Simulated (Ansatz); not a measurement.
Level of theory: DFT PBE, scalar-relativistic, plane waves, PAW in Ansatz. Settings: cutoff 420 eV, Γ-centred meshes spaced at most about 0.3 Å⁻¹ (2π included), Gaussian smearing. No spin polarisation in the final relaxations.

These are static total energies at zero pressure.

Two relaxed structures of HfSi₂O₆:

A.

```
Hf Si O
1.0
    -1.68500    1.68500    7.23516
     1.68500   -1.68500    7.23516
     1.68500    1.68500   -7.23516
Hf Si O
1 2 6
Direct
  0.50000 0.50000 0.00000
  0.82949 0.82949 0.00000
  0.17051 0.17051 0.00000
  0.40792 0.90792 0.50000
  0.09208 0.59208 0.50000
  0.75000 0.25000 0.50000
  0.59208 0.09208 0.50000
  0.25000 0.75000 0.50000
  0.90792 0.40792 0.50000
```

B.

```
Hf Si O
1.0
     3.56514    0.00000    0.00000
    -1.78257    3.08750    0.00000
     0.00000    0.00000    7.47100
Hf Si O
1 2 6
Direct
  0.00000 0.00000 0.50000
  0.33333 0.66667 0.14904
  0.66667 0.33333 0.85096
  0.00000 0.00000 0.21613
  0.66667 0.33333 0.60694
  0.33333 0.66667 0.91887
  0.33333 0.66667 0.39306
  0.00000 0.00000 0.78387
  0.66667 0.33333 0.08113
```

Question: Which is lower in energy, and by how much?

Answer: B is lower, by 107 meV/atom. A has Hf and Si ordered on fluorite sites, space group I4/mmm (No. 139), 9.1 Å³/atom and a gap of 0.38 eV on its mesh; B has Hf and Si ordered on fluorite sites, space group P-3m1 (No. 164), 9.1 Å³/atom and a gap of 1.90 eV. Counting O atoms around Hf and Si (those within 1.25 times the shortest such distance or 1.15 times the sum of covalent radii, 1.27 where that leaves under three; a plus sign parts nearer from farther groups), A has Hf 8, Si 8 and B has Hf 8, Si 2+6. In A, Hf has 8 O at 2.15 Å; around Si lie 8 O at 2.03–2.04 Å; O on a site of symmetry 2mm has 2 Si at 2.03 Å, 2 Hf at 2.15 Å, 5 O at 2.29–2.38 Å and 1 O at 2.66 Å; 1 more site not described. In B, Hf has 8 O at 2.12–2.21 Å; around Si lie 1 O at 1.72 Å, 1 O at 1.82 Å and 6 O at 2.12 Å; O on its first site has 3 Si at 2.12 Å, 1 Hf at 2.12 Å, 3 O at 2.29 Å and 3 O at 2.45 Å; 2 more sites not described. Both come from invented guesses. A third cell relaxed alike, in C2, lies 0.84 eV/atom below the lower of the two.

These runs have no spin–orbit coupling, which can matter for Hf. Kohn–Sham gaps at this level usually fall short of measured ones. Cells relaxed within their symmetry can be saddle points.

B's advantage most likely comes from silicon. Si⁴⁺ is too small for the eight-coordinate fluorite site, which suits Hf⁴⁺ much better. In A silicon is held among eight nearly equal, stretched contacts at 2.03–2.04 Å, whereas in B it gains two much shorter ones, at 1.72 and 1.82 Å, while the other six lengthen to 2.12 Å. Strengthening a few strongly covalent Si–O bonds evidently outweighs weakening the rest. Since the volume per atom is the same, denser packing doesn't explain the preference. The wider gap of B fits a larger bonding–antibonding separation, though differences in O–O overlap may also contribute.

The ordering ranks two poor hosts for silicon, not candidates for the ground state: the C2 cell lies 0.84 eV/atom below B. That large gain suggests an escape from the fluorite framework towards the four- or six-fold coordination usual for silicon in oxides. Whether even that cell would resist separation into hafnon, HfSiO₄, and silica remains untested.
